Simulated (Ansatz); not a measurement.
# CrI3: the cost of one run

Method: DFT PBE+U+D3(BJ), scalar-relativistic, plane waves, PAW, in Ansatz 0.2.0.

**1. Starting point**

The structure is trigonal, space group R-3 (No. 148). The conventional cell has a = 6.867 Å, b = 6.867 Å, c = 19.807 Å, α = 90.00°, β = 90.00°, γ = 120.00°. Around Cr (site symmetry 3) lie 6 I at 2.73 Å. I (site symmetry 1) is surrounded by 2 Cr at 2.73 Å.

Structure file:

```cif
data_structure
_symmetry_space_group_name_H-M 'R-3:H'
_symmetry_Int_Tables_number 148
_cell_length_a 6.8670
_cell_length_b 6.8670
_cell_length_c 19.8070
_cell_angle_alpha 90.000
_cell_angle_beta 90.000
_cell_angle_gamma 120.000
_cell_volume 808.88
loop_
_atom_site_label
_atom_site_type_symbol
_atom_site_symmetry_multiplicity
_atom_site_Wyckoff_symbol
_atom_site_fract_x
_atom_site_fract_y
_atom_site_fract_z
_atom_site_occupancy
Cr1 Cr 6 c 0.66667 0.33333 0.00000 1
I1 I 18 f 0.31667 0.33333 0.25433 1
```

**2. Relaxing cell and atoms: CrI3, total moment held at 6 μB**

Input file input.yaml:

```yaml
crystal:
  lattice:
    - [3.4335, 1.9823321493, 6.6023333333]
    - [-3.4335, 1.9823321493, 6.6023333333]
    - [0.0, -3.9646642985, 6.6023333333]
  atoms:
    - { symbol: Cr, position: [0.3333333333, 0.3333333333, 0.3333333333], spin: 3.0 }
    - { symbol: Cr, position: [0.6666666667, 0.6666666667, 0.6666666667], spin: 3.0 }
    - { symbol: I, position: [0.729, 0.429, 0.079] }
    - { symbol: I, position: [0.079, 0.729, 0.429] }
    - { symbol: I, position: [0.429, 0.079, 0.729] }
    - { symbol: I, position: [0.271, 0.571, 0.921] }
    - { symbol: I, position: [0.921, 0.271, 0.571] }
    - { symbol: I, position: [0.571, 0.921, 0.271] }
magnetization:
  spin_polarized: true
  initial_magnetization: 6
  spin_locking: { lock_magnetization: hard }
scf:
  occupations: { method: fixed }
output:
  forces: true
  stress: true
  populations: true
  write_density: true
  write_potential: true
  elf: true
  volumetric_format: npy
hamiltonian:
  dispersion: d3bj
  hubbard: { sites: [{ species: Cr, l: d, u_eff: 2.0 }] }
  xc: pbe
relax:
  f_tol: 0.004
  cell: { stress_tol: 0.03 }
kpoints:
  mp_grid: { grid: [5, 5, 5] }
```

Launch:

```
$ ansatz run input.yaml --threads 4 --pin off --max-ram 9216MiB --backend cpu --events-out ev --progress --plain --runs-dir out
```

**Question.** How long does this run take on 4 threads of AMD EPYC 7R13 (Zen 3), shared host, and how much memory does it need?

About 94 s, with a peak of 1.5 GiB.
